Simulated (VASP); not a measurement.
Wanted: the native input for a VASP 6.6.1 run.

```
Task                   : band structure
Functional             : r2SCAN
Dispersion             : rVV10
Potentials or basis    : VASP PAW PBE potentials, release 64 (Li_sv, F)
Cutoff                 : 520 eV
k mesh                 : 12 × 12 × 12
Occupations            : gaussian, width 0.02 eV
Spin                   : no spin polarisation
Further INCAR settings : ALGO = Normal; EDIFF = 1e-06
```

The structure of LiF lies in POSCAR:

```
LiF                                     
1.0
    0.0000000000      1.9790394680      1.9790394680
    1.9790394680     -0.0000000000      1.9790394680
    1.9790394680      1.9790394680      0.0000000000
  Li              F             
     1     1
Direct
     0.0000000000000000    1.0000000000000000    1.0000000000000000
     0.5000000000000000    0.5000000000000000    0.5000000000000000
```

The cell was built by a generator and needn't be a form met in nature.

The input as run:

INCAR

```
SYSTEM = LiF
ALGO = Normal ; BPARAM = 11.95
CPARAM = 0.0093 ; EDIFF = 1E-6
ENCUT = 520 ; ISIF = 2
ISMEAR = 0 ; IVDW_NL = 2
KPAR = 4 ; LASPH = .True.
LCHARG = .False. ; LMIXTAU = .True.
LREAL = .False. ; LUSE_VDW = .True.
LWAVE = .False. ; METAGGA = R2SCAN
NELM = 60 ; PREC = Accurate
SIGMA = 0.02
```

KPOINTS

```
k-points
0
Gamma
  12 12 12
  0 0 0
```

KPOINTS_OPT

```
path GXWKGLUWLK,UX
20
line-mode
reciprocal
 0.0000000000  0.0000000000  0.0000000000  G
 0.5000000000  0.0000000000  0.5000000000  X

 0.5000000000  0.0000000000  0.5000000000  X
 0.5000000000  0.2500000000  0.7500000000  W

 0.5000000000  0.2500000000  0.7500000000  W
 0.3750000000  0.3750000000  0.7500000000  K

 0.3750000000  0.3750000000  0.7500000000  K
 0.0000000000  0.0000000000  0.0000000000  G

 0.0000000000  0.0000000000  0.0000000000  G
 0.5000000000  0.5000000000  0.5000000000  L

 0.5000000000  0.5000000000  0.5000000000  L
 0.6250000000  0.2500000000  0.6250000000  U

 0.6250000000  0.2500000000  0.6250000000  U
 0.5000000000  0.2500000000  0.7500000000  W

 0.5000000000  0.2500000000  0.7500000000  W
 0.5000000000  0.5000000000  0.5000000000  L

 0.5000000000  0.5000000000  0.5000000000  L
 0.3750000000  0.3750000000  0.7500000000  K

 0.6250000000  0.2500000000  0.6250000000  U
 0.5000000000  0.0000000000  0.5000000000  X
```

Potentials or basis: VASP PAW PBE potentials, release 64 (Li_sv, F).

Run with:

```bash
$ cat potpaw_PBE.64/Li_sv/POTCAR potpaw_PBE.64/F/POTCAR > POTCAR
$ mpirun -np 4 vasp_std > vasp.out
```

It gave:

The band gap on the k mesh is 10.72 eV, direct and the band gap along the path is 10.72 eV, direct.

Wall time 51 s on 4 MPI ranks on Intel(R) Xeon(R) Platinum 8488C (Sapphire Rapids) (shared host), peak memory 0.21 GiB a rank.
